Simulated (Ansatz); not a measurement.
# B (Boron): properties at the relaxed cell

This session takes B (Boron) and sets out to relax it again with other functionals.

Program: Ansatz 0.2.0. Level of theory: DFT PBE, scalar-relativistic, plane waves, PAW, unless a step's input says otherwise. These are calculated values, not measurements.

## Step 1: Starting point

The structure is trigonal, space group R-3m (No. 166). The conventional cell has a = 4.899 Å, b = 4.899 Å, c = 12.546 Å, α = 90.00°, β = 90.00°, γ = 120.00°. B (site symmetry m) is surrounded by 6 B at 1.67 to 1.80 Å. B (site symmetry m) has 7 B at 1.78 to 2.01 Å as nearest neighbours.

As a file:

```
B
1.0
     2.44947    1.41420    4.18204
    -2.44947    1.41420    4.18204
     0.00000   -2.82840    4.18204
B
12
Direct
  0.01027 0.65408 0.01027
  0.01027 0.01027 0.65408
  0.65408 0.01027 0.01027
  0.98973 0.34592 0.98973
  0.34592 0.98973 0.98973
  0.98973 0.98973 0.34592
  0.22103 0.63063 0.22103
  0.22103 0.22103 0.63063
  0.63063 0.22103 0.22103
  0.77897 0.36937 0.77897
  0.36937 0.77897 0.77897
  0.77897 0.77897 0.36937
```

This cell was relaxed beforehand with the same method: volume 7.24 Å³/atom, gap on the mesh 1.46 eV.

## Step 2: The cell under PBEsol

File input.yaml:

```yaml
crystal:
  lattice:
    - [2.4494680329, 1.4142010281, 4.1820433464]
    - [-2.4494680329, 1.4142010281, 4.1820433464]
    - [0.0, -2.8284020563, 4.1820433464]
  atoms:
    - { symbol: B, position: [0.0102686551, 0.6540774957, 0.0102686551] }
    - { symbol: B, position: [0.0102686551, 0.0102686551, 0.6540774957] }
    - { symbol: B, position: [0.6540774957, 0.0102686551, 0.0102686551] }
    - { symbol: B, position: [0.9897313449, 0.3459225043, 0.9897313449] }
    - { symbol: B, position: [0.3459225043, 0.9897313449, 0.9897313449] }
    - { symbol: B, position: [0.9897313449, 0.9897313449, 0.3459225043] }
    - { symbol: B, position: [0.2210253654, 0.630627446, 0.2210253654] }
    - { symbol: B, position: [0.2210253654, 0.2210253654, 0.630627446] }
    - { symbol: B, position: [0.630627446, 0.2210253654, 0.2210253654] }
    - { symbol: B, position: [0.7789746346, 0.369372554, 0.7789746346] }
    - { symbol: B, position: [0.369372554, 0.7789746346, 0.7789746346] }
    - { symbol: B, position: [0.7789746346, 0.7789746346, 0.369372554] }
basis:
  ecutwfc: 420
kpoints:
  mp_grid: { grid: [9, 9, 9] }
hamiltonian:
  xc: pbesol
scf:
  occupations: { method: gaussian, width: 0.02 }
output:
  forces: true
  stress: true
  eigenvalues: true
relax:
  adjacent_minimum: "off"
  f_tol: 0.005
  max_steps: 50
  cell: { stress_tol: 0.05 }
```

On the command line:

```console
$ ansatz run input.yaml --threads 2 --pin off --max-ram 5120MiB --backend cpu --events-out ev --progress --plain --runs-dir out
```

## Step 3: Relaxing with PBE+D3(BJ)

input.yaml, as its differences from that of step 2:

```diff
@@ -23,3 +23,4 @@
 hamiltonian:
-  xc: pbesol
+  xc: pbe
+  dispersion: d3bj
 scf:
```

## Step 4: Relaxing with LDA

input.yaml, as its differences from that of step 3:

```diff
@@ -23,4 +23,3 @@
 hamiltonian:
-  xc: pbe
-  dispersion: d3bj
+  xc: lda
 scf:
```

## Step 5: Relaxing with r2SCAN

input.yaml, as its differences from that of step 4:

```diff
@@ -19,3 +19,3 @@
 basis:
-  ecutwfc: 420
+  ecutwfc: 500
 kpoints:
@@ -23,3 +23,3 @@
 hamiltonian:
-  xc: lda
+  xc: r2scan
 scf:
@@ -30,2 +30,6 @@
   eigenvalues: true
+  write_density: true
+  write_potential: true
+  elf: true
+  volumetric_format: npy
 relax:
```

(Steps that only read results are left out.)

Before running it: what results should come out?

**Answer**, as computed:

The volumes rise in the order LDA, PBE+D3(BJ), PBEsol, r2SCAN, PBE, over 3.7 %. PBE comes nearest to the reported cell (-1.0 %), which holds thermal expansion that these runs lack.
